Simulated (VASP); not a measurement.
## BeSe: relaxation of the atoms with r2SCAN

Crystal: BeSe.

```
Be Se
1.0
     0.00000    2.61766    2.61766
     2.61766    0.00000    2.61766
     2.61766    2.61766    0.00000
Be Se
1 1
Direct
  0.00000 0.00000 0.00000
  0.25000 0.25000 0.25000
```

The cell isn't the ideal one: a relaxed cell with its volume scaled by 1.04.

```
Program                : VASP 6.6.1
Task                   : relaxation of the atoms
Functional             : r2SCAN
Potentials or basis    : VASP PAW PBE potentials, release 64 (Be, Se)
Cutoff                 : 600 eV
k mesh                 : 10 × 10 × 10
Occupations            : gaussian, width 0.03 eV
Spin                   : no spin polarisation
Further INCAR settings : ALGO = Normal; EDIFF = 1e-07; IBRION = 2; EDIFFG = -0.01; NSW = 40
```

The pressure after relaxing is -2.9 GPa and the band gap on the k mesh is 3.21 eV, indirect (least direct gap 4.71 eV).

Final structure:
```
CELL_PARAMETERS angstrom
0.00000 2.61766 2.61766
2.61766 0.00000 2.61766
2.61766 2.61766 0.00000
ATOMIC_POSITIONS crystal
Be 0.00000 0.00000 0.00000
Se 0.25000 0.25000 0.25000
```

Levels at points of the mesh, in eV from the valence-band top:
| k point | band 1 | band 2 | band 3 | band 4 | band 5 | band 6 | band 7 | band 8 |
| --- | --- | --- | --- | --- | --- | --- | --- | --- |
| (0.00, 0.00, 0.00) | -13.99 | 0.00 | 0.00 | 0.00 | 4.71 | 5.60 | 5.60 | 5.60 |
| (0.50, 0.00, 0.00) | -12.71 | -5.52 | -1.02 | -1.02 | 4.75 | 6.54 | 6.54 | 10.63 |
| (0.50, 0.50, 0.00) | -12.27 | -4.96 | -2.53 | -2.53 | 3.21 | 4.70 | 12.32 | 12.32 |

Wall time 80 s on 1 thread of Intel(R) Xeon(R) Platinum 8488C (Sapphire Rapids), on a shared host, peak memory 0.18 GiB.

Caveat: the relaxation stopped at its first step, so nothing moved; the PAW data sets were made with another functional, which shifts forces and pressure a little. A k mesh can miss the band edges.
